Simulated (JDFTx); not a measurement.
# CdS (Greenockite) (P6_3mc) in JDFTx: single point with PBEsol

Aim: the single point of CdS (Greenockite) with PBEsol.

Program: JDFTx 1.7.0 (patched build). These are calculated values, not measurements. Logs are shortened: lines on timing, memory, paths and dates and some standing lists are left out, and cuts for length are marked. The log counts tension as positive stress, the text compression.

## (1) Starting point

The structure is hexagonal, space group P6_3mc (No. 186). Conventional cell: a = 4.150 Å, b = 4.150 Å, c = 6.737 Å, α = 90.00°, β = 90.00°, γ = 120.00°. Around Cd (site symmetry 3m) lie 4 S at 2.53 to 2.54 Å. S (site symmetry 3m) is surrounded by 4 Cd at 2.53 to 2.54 Å.

## (2) Single point, PBEsol

CdS.in reads:

```
lattice Hexagonal 7.8423634172 12.7310849016
coords-type Lattice
ion Cd     0.6666666667     0.3333333333     0.5000000000 1
ion Cd     0.3333333333     0.6666666667     0.0000000000 1
ion S      0.6666666667     0.3333333333     0.8750000000 1
ion S      0.3333333333     0.6666666667     0.3750000000 1

ion-species pseudo/Cd.upf
ion-species pseudo/S.upf
elec-cutoff 51 408
elec-ex-corr gga-PBEsol
kpoint-folding 3 3 2
elec-smearing Fermi 0.0018374661
elec-n-bands 34
electronic-SCF nIterations 100 energyDiffThreshold 1e-09
electronic-minimize nIterations 30 energyDiffThreshold 1e-7
converge-empty-states yes
forces-output-coords Cartesian

dump-name run.$VAR
dump End Ecomponents EigStats BandEigs Kpoints Forces Stress ElecDensity
```

Potentials or basis: PseudoDojo-SR-PBEsol-0.4.1-standard with smoothed tails.

Launch:

```console
jdftx -c 1 -i CdS.in -o CdS.out
```

The program printed:

```text
*************** JDFTx 1.7.0 (patched build) ***************

Input parsed successfully to the following command list (including defaults):
[... the input with its defaults ...]

---------- Setting up symmetries ----------

Found 24 point-group symmetries of the bravais lattice
Found 12 space-group symmetries with basis
Applied RMS atom displacement 4.52779e-10 bohrs to make symmetries exact.

---------- Initializing the Grid ----------
R =
[      7.84236     -3.92118            0  ]
[            0      6.79169            0  ]
[            0            0      12.7311  ]
unit cell volume = 678.094
G =
[   0.801185   0.462564         -0  ]
[          0   0.925129          0  ]
[          0         -0   0.493531  ]
Minimum fftbox size, Smin = [  72  72  116  ]
Chosen fftbox size, S = [  72  72  120  ]

---------- Initializing tighter grid for wavefunction operations ----------
R =
[      7.84236     -3.92118            0  ]
[            0      6.79169            0  ]
[            0            0      12.7311  ]
unit cell volume = 678.094
G =
[   0.801185   0.462564         -0  ]
[          0   0.925129          0  ]
[          0         -0   0.493531  ]
Minimum fftbox size, Smin = [  52  52  84  ]
Chosen fftbox size, S = [  54  54  84  ]

---------- Exchange Correlation functional ----------
Initalized PBEsol GGA exchange.
Initalized PBEsol GGA correlation.

---------- Setting up pseudopotentials ----------
Width of ionic core gaussian charges (only for fluid interactions / plotting) set to 0

Reading pseudopotential file 'pseudo/Cd.upf':
  'Cd' pseudopotential, 'PBESOL' functional
  Generated using ONCVPSP code by D. R. Hamann
  20 valence electrons, 4 orbitals, 6 projectors, 1001 radial grid points, with lMax = 2
    4S    l: 0   occupation:  2.0   eigenvalue: -3.888393
    4P    l: 1   occupation:  6.0   eigenvalue: -2.458287
    4D    l: 2   occupation: 10.0   eigenvalue: -0.431057
    5S    l: 0   occupation:  2.0   eigenvalue: -0.209481
  Core radius for overlap checks: 1.32 bohrs.

Reading pseudopotential file 'pseudo/S.upf':
  'S' pseudopotential, 'PBESOL' functional
  Generated using ONCVPSP code by D. R. Hamann
  6 valence electrons, 2 orbitals, 6 projectors, 1001 radial grid points, with lMax = 2
    3S    l: 0   occupation:  2.0   eigenvalue: -0.631879
    3P    l: 1   occupation:  4.0   eigenvalue: -0.256451
  Core radius for overlap checks: 1.58 bohrs.

Initialized 2 species with 4 total atoms.

Folded 1 k-points by 3x3x2 to 18 k-points.

---------- Setting up k-points, bands, fillings ----------
Reduced to 6 k-points under symmetry.
Computing the number of bands and number of electrons
Calculating initial fillings.
nElectrons:  52.000000   nBands: 34   nStates: 6

----- Setting up reduced wavefunction bases (one per k-point) -----
average nbasis = 11784.500 , ideal nbasis = 11796.121

---------- Setting up ewald sum ----------
Optimum gaussian width for ewald sums = 2.781827 bohr.
Real space sum over 1089 unit cells with max indices [  5  5  4  ]
Reciprocal space sum over 2873 terms with max indices [  6  6  8  ]

---------- Allocating electronic variables ----------
Initializing wave functions:  linear combination of atomic orbitals
Note: number of bands (34) exceeds available atomic orbitals (28)
Cd pseudo-atom occupations:   s ( 2 2 )  p ( 6 )  d ( 10 )
S pseudo-atom occupations:   s ( 2 )  p ( 4 )
	FillingsUpdate:  mu: +0.336050606  nElectrons: 52.000000
LCAOMinimize: Iter:   0  F: -356.2536648067143119  |grad|_K:  5.551e-03  alpha:  1.000e+00
	FillingsUpdate:  mu: +0.298468259  nElectrons: 52.000000
LCAOMinimize: Iter:   1  F: -356.3209111035785668  |grad|_K:  1.319e-04  alpha:  5.916e-01  linmin: -1.866e-01  cgtest:  7.681e-01
LCAOMinimize: Encountered beta<0, resetting CG.
[... 5 lines of inner loops ...]
LCAOMinimize: Iter:   4  F: -356.3209532839824192  |grad|_K:  3.017e-07  alpha:  8.304e-01  linmin: -8.203e-04  cgtest:  4.072e-03
	FillingsUpdate:  mu: +0.297758600  nElectrons: 52.000000
LCAOMinimize: Iter:   5  F: -356.3209532842095655  |grad|_K:  5.802e-08  alpha:  7.073e-01  linmin: -2.186e-02  cgtest:  1.094e-01
LCAOMinimize: Converged (|Delta F|<1.000000e-06 for 2 iters).

-------- Electronic minimization -----------
Will mix electronic density at each iteration.
	FillingsUpdate:  mu: +0.297758600  nElectrons: 52.000000
	FillingsUpdate:  mu: +0.287763631  nElectrons: 52.000000
SCF: Cycle:  0   F: -356.451962476829010   dF: -1.310e-01   |Residual|: 1.795e-01   |deigs|: 1.072e-01
	FillingsUpdate:  mu: +0.271617696  nElectrons: 52.000000
SCF: Cycle:  1   F: -356.506076963572013   dF: -5.411e-02   |Residual|: 5.305e-02   |deigs|: 1.902e-02
	FillingsUpdate:  mu: +0.266886339  nElectrons: 52.000000
SCF: Cycle:  2   F: -356.509138779132343   dF: -3.062e-03   |Residual|: 1.365e-02   |deigs|: 3.563e-03
	FillingsUpdate:  mu: +0.267107576  nElectrons: 52.000000
SCF: Cycle:  3   F: -356.509213469353995   dF: -7.469e-05   |Residual|: 4.699e-03   |deigs|: 8.967e-04
	FillingsUpdate:  mu: +0.267366730  nElectrons: 52.000000
SCF: Cycle:  4   F: -356.509227252669234   dF: -1.378e-05   |Residual|: 8.954e-04   |deigs|: 7.578e-04
	FillingsUpdate:  mu: +0.267406970  nElectrons: 52.000000
SCF: Cycle:  5   F: -356.509230689497201   dF: -3.437e-06   |Residual|: 4.219e-04   |deigs|: 6.951e-05
	FillingsUpdate:  mu: +0.267499998  nElectrons: 52.000000
SCF: Cycle:  6   F: -356.509232377218893   dF: -1.688e-06   |Residual|: 1.729e-04   |deigs|: 6.332e-05
	FillingsUpdate:  mu: +0.267494172  nElectrons: 52.000000
SCF: Cycle:  7   F: -356.509233256860000   dF: -8.796e-07   |Residual|: 8.201e-05   |deigs|: 2.443e-05
[... 9 lines left out ...]
SCF: Cycle: 12   F: -356.509234250341308   dF: -3.773e-08   |Residual|: 4.246e-06   |deigs|: 8.609e-06
	FillingsUpdate:  mu: +0.267503730  nElectrons: 52.000000
SCF: Cycle: 13   F: -356.509234267261149   dF: -1.692e-08   |Residual|: 3.873e-06   |deigs|: 8.208e-06
	FillingsUpdate:  mu: +0.267504037  nElectrons: 52.000000
SCF: Cycle: 14   F: -356.509234275760832   dF: -8.500e-09   |Residual|: 2.754e-06   |deigs|: 8.154e-06
	FillingsUpdate:  mu: +0.267503989  nElectrons: 52.000000
SCF: Cycle: 15   F: -356.509234280550970   dF: -4.790e-09   |Residual|: 1.307e-06   |deigs|: 6.291e-05
	FillingsUpdate:  mu: +0.267504030  nElectrons: 52.000000
SCF: Cycle: 16   F: -356.509234282739556   dF: -2.189e-09   |Residual|: 1.379e-06   |deigs|: 6.407e-05
	FillingsUpdate:  mu: +0.267504185  nElectrons: 52.000000
SCF: Cycle: 17   F: -356.509234283741648   dF: -1.002e-09   |Residual|: 1.128e-06   |deigs|: 1.814e-05
	FillingsUpdate:  mu: +0.267504133  nElectrons: 52.000000
SCF: Cycle: 18   F: -356.509234284349645   dF: -6.080e-10   |Residual|: 5.864e-07   |deigs|: 1.208e-05
	FillingsUpdate:  mu: +0.267504199  nElectrons: 52.000000
SCF: Cycle: 19   F: -356.509234284632043   dF: -2.824e-10   |Residual|: 6.183e-07   |deigs|: 1.042e-05
SCF: Converged (|Delta E|<1.000000e-09 for 2 iters).

Setting wave functions to eigenvectors of Hamiltonian
Converging empty states (this may take a while): |deigs|: 4.955e-04

# Stress tensor in Cartesian coordinates [Eh/a0^3]:
[  1.78298e-05            0            0  ]
[            0  1.78298e-05            0  ]
[            0            0   2.9971e-05  ]

# Ionic positions in lattice coordinates:
ion Cd   0.666666666666667   0.333333333333333   0.500000000000000 1
ion Cd   0.333333333333333   0.666666666666667   0.000000000000000 1
ion S   0.666666666666667   0.333333333333333   0.875000000000000 1
ion S   0.333333333333333   0.666666666666667   0.375000000000000 1

# Forces in Cartesian coordinates:
force Cd   0.000000000000000   0.000000000000000  -0.000290399237757 1
force Cd   0.000000000000000   0.000000000000000  -0.000290399237757 1
force S   0.000000000000000   0.000000000000000   0.000291252377727 1
force S  -0.000000000000000  -0.000000000000000   0.000291252377727 1

# Energy components:
   Eewald =     -197.7992659727644593
       EH =      130.8966443991880340
     Eloc =     -392.8869173682916198
      Enl =       11.0883556184024279
      Exc =      -54.4213256607441664
 Exc_core =       16.0266873183040843
       KE =      130.5865876150986935
-------------------------------------
     Etot =     -356.5092340508069810
       TS =        0.0000002338250599
-------------------------------------
        F =     -356.5092342846320435

IonicMinimize: Iter:   0  F: -356.509234284632043  |grad|_K:  1.679e-04
IonicMinimize: None of the convergence criteria satisfied after 0 iterations.

#--- Lowdin population analysis ---
# oxidation-state Cd +1.266 +1.266
# oxidation-state S -1.075 -1.075

Dumping 'run.eigStats' ...
	eMin: -3.473588 at state 0 ( [ +0.000000 +0.000000 +0.000000 ] spin 0 )
	HOMO: +0.247741 at state 0 ( [ +0.000000 +0.000000 +0.000000 ] spin 0 )
	mu  : +0.267504
	LUMO: +0.285694 at state 0 ( [ +0.000000 +0.000000 +0.000000 ] spin 0 )
	eMax: +0.583241 at state 5 ( [ +0.333333 +0.333333 +0.500000 ] spin 0 )
	HOMO-LUMO gap: +0.037953
	Optical gap  : +0.037953 at state 0 ( [ +0.000000 +0.000000 +0.000000 ] spin 0 )
Done!
[note: mu as printed may lie anywhere between the filled and the empty levels]
```

Run time: 2.3 min. Hardware: 1 thread of Arm Neoverse V2, shared host; peak memory 0.29 GiB.

Results:

```
Free energy            : -9701.1105 eV
Pressure               : -0.6 GPa
Largest force          : 0.015 eV/Å
Band gap on the k mesh : 1.03 eV, direct
Loewdin charges        : Cd +1.27; S -1.07 e
```

Forces on the atoms (eV/Å):
```
Cd   0.000  0.000 -0.015
Cd   0.000  0.000 -0.015
S    0.000  0.000  0.015
S    0.000  0.000  0.015
```

Caveat: the k mesh is coarse (spacing up to 0.58 Å⁻¹), so the values aren't converged; the atomic charges don't sum to the cell's charge. PBEsol gaps usually lie below the measured ones, often by a third to a half.
